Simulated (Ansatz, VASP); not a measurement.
## C in VASP and in Ansatz

```
CELL_PARAMETERS angstrom
2.44502 0.00000 0.00000
-1.22251 2.11745 0.00000
0.00000 0.00000 6.63653
ATOMIC_POSITIONS crystal
C 0.00000 0.00000 0.00000
C 0.33333 0.66667 0.00000
C 0.00000 0.00000 0.50000
C 0.66667 0.33333 0.50000
```

Alike in both runs: functional LDA; k mesh 12 × 12 × 4; occupations gaussian, width 0.05 eV; no spin polarisation.

Ansatz relaxed the structure, and its values are those at the end. VASP's run is a single point on that final structure, the one shown.

|  | VASP | Ansatz |
| --- | --- | --- |
| version | VASP 6.6.1 | Ansatz 0.2.0 |
| potentials or method | VASP PAW LDA potentials, release 64 (C) | scalar-relativistic, plane waves, PAW |
| plane-wave cutoff (eV) | 520 | 420 |
| valence electrons in the cell | 16 | 16 |

Ansatz gave:

| Property | Result |
| --- | --- |
| gap on the k mesh at the Fermi level (eV) | none |
| pressure (GPa) | 0.0 |

Estimate VASP's values.

gap on the k mesh at the Fermi level (eV): none; pressure (GPa): 0.8.

A gap of «none» marks a metal or a gap that the smearing closes.
